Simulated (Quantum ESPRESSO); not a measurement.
Crystal: LiCl.

```xyz
2
Lattice="0.0000 2.5648 2.5648 2.5648 0.0000 2.5648 2.5648 2.5648 0.0000" Properties=species:S:1:pos:R:3 pbc="T T T"
Cl    2.5648    2.5648    2.5648
Li    0.0000    0.0000    0.0000
```

Program: Quantum ESPRESSO 7.5. Alike in all runs: no spin polarisation; cell as given; smearing fermi-dirac 0.05 eV.

Order these runs on this cell by their pressure, lowest first.
A. level PBEsol; potentials or basis GBRV 1.5 PBEsol; k mesh 5 × 5 × 5; cutoff (eV) 612; k mesh for the Wannier functions 5 × 5 × 5; mesh quality coarse
B. level LDA; potentials or basis PseudoDojo 0.4.1 SR LDA standard; k mesh 9 × 9 × 9; cutoff (eV) 1007; form of the LDA correlation PW92; mesh quality not flagged
C. level PBE; potentials or basis SG15 PBE 1.2; k mesh 6 × 6 × 6; cutoff (eV) 952; mesh quality not flagged

B (-3.2 GPa), A (-1.2 GPa), C (0.4 GPa).

Caveats: some runs use coarse meshes; the Wannier minimisation didn't converge (some runs); this potential file gives levels or pressures that part from those of other sets (some runs).

Not every run made on this cell is shown here.
